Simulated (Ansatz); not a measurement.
## Strain and the gap of AlN (F-43m)

AlN (F-43m) from a database structure, relaxed with r2SCAN in Ansatz. The symmetry is F-43m (No. 216, cubic); a = 4.370 Å in the conventional setting, 10.43 Å³ an atom. Around Al lie 4 N at 1.89 Å; around N lie 4 Al at 1.89 Å.

The axes x, y and z are those of this cell:
```xyz
2
Lattice="0.0000 2.1849 2.1849 2.1849 0.0000 2.1849 2.1849 2.1849 0.0000" Properties=species:S:1:pos:R:3 pbc="T T T"
Al    0.0000    0.0000    0.0000
N     3.2773    3.2773    3.2773
```

Unstrained: With PBE the valence top lies at Γ and the conduction bottom at X, 3.325 eV higher; the smallest vertical gap, at Γ, is 4.176 eV. r2SCAN gives an indirect gap of 3.941 eV, from Γ to X; the least direct gap is 4.842 eV at Γ. With HSE06 the valence top lies at Γ and the conduction bottom at X, 4.552 eV higher; the smallest vertical gap, at Γ, is 5.547 eV. Meshes: PBE 10×10×10, r2SCAN 10×10×10, HSE06 8×8×8. Strains are changes of length per length, and xy shears are angles. After each strain the atoms were relaxed again with r2SCAN within the symmetry that the strain leaves, so tilts or polar shifts that break it weren't tested; points keep the names that they have in the unstrained zone. Calculated for a static, non-magnetic cell.

Changes of the least gap in eV (an overlap counts as a negative gap):
```
                                      strain  volume change (%)  space group     PBE  r2SCAN   HSE06  G0W0@PBE (mesh)  energy rise, r2SCAN (meV/atom)
                    uniaxial +1.63 % along y               +1.6        I-4m2  -0.057  -0.063  -0.066            -0.08                             2.6
xy shear, engineering strain (angle) +5.31 %               -0.1         Imm2  -0.311  -0.320  -0.309            -0.33                            18.1
           isotropic +1.42 % on every length               +4.3        F-43m  -0.024  -0.036  -0.044            -0.08                            11.9
          biaxial -3.05 % in x and y, z held               -6.0        I-4m2  -0.074  -0.059  -0.048             0.00                            30.2
```
Unstrained, G0W0@PBE with 87 empty bands, a screening cutoff of 150 eV and a 6×6×6 mesh gives 4.68 eV on its mesh; the band count follows the volume. G0W0 here is at a finite number of bands, screening cutoff and k mesh, not at the basis limit.

Uniaxial +1.63 % along y, other directions held. HSE06: the gap goes from 4.552 to 4.486 eV (-0.066 eV); the edges go from Γ → X to Γ–K (0.15) → X; with r2SCAN the top three valence levels at Γ, degenerate before, become 2+1 from the top over 71 meV. Stress change with r2SCAN, compression positive: xx -2.48, yy -4.99, zz -2.48 GPa.

Xy shear, engineering strain (angle) +5.31 %. HSE06: the gap goes from 4.552 to 4.243 eV (-0.309 eV); with r2SCAN the top three valence levels at Γ, degenerate before, become 1+1+1 from the top over 457 meV. Stress change with r2SCAN, compression positive: xx +0.41, yy +0.41, zz -0.17, xy -10.48 GPa.

Isotropic +1.42 % on every length. HSE06: the gap goes from 4.552 to 4.508 eV (-0.044 eV). Stress change with r2SCAN, compression positive: xx -8.20, yy -8.20, zz -8.20 GPa. For HSE06, dE_g/d ln V = -1.1 eV over this step.

Biaxial -3.05 % in x and y, z held. HSE06: the gap goes from 4.552 to 4.504 eV (-0.048 eV); the X points, equivalent before, split by 161 meV, and the conduction bottom lies at those like (0, 1/2, 1/2); the edges go from Γ → X to Γ–K (0.22) → X; with r2SCAN the top three valence levels at Γ, degenerate before, become 2+1 from the top over 143 meV. Stress change with r2SCAN, compression positive: xx +16.18, yy +16.18, zz +11.38 GPa.

Where an edge lies off the special points, it is a point of the mesh or the k point where a search put PBE's edge or least direct gap, reused for the other functionals, whose own edges may lie a little apart.

The meshes of the hybrids are coarse, so their gaps aren't converged to the digits shown.

The splittings at Γ are without spin-orbit coupling, which regroups them where it is of like size or larger.
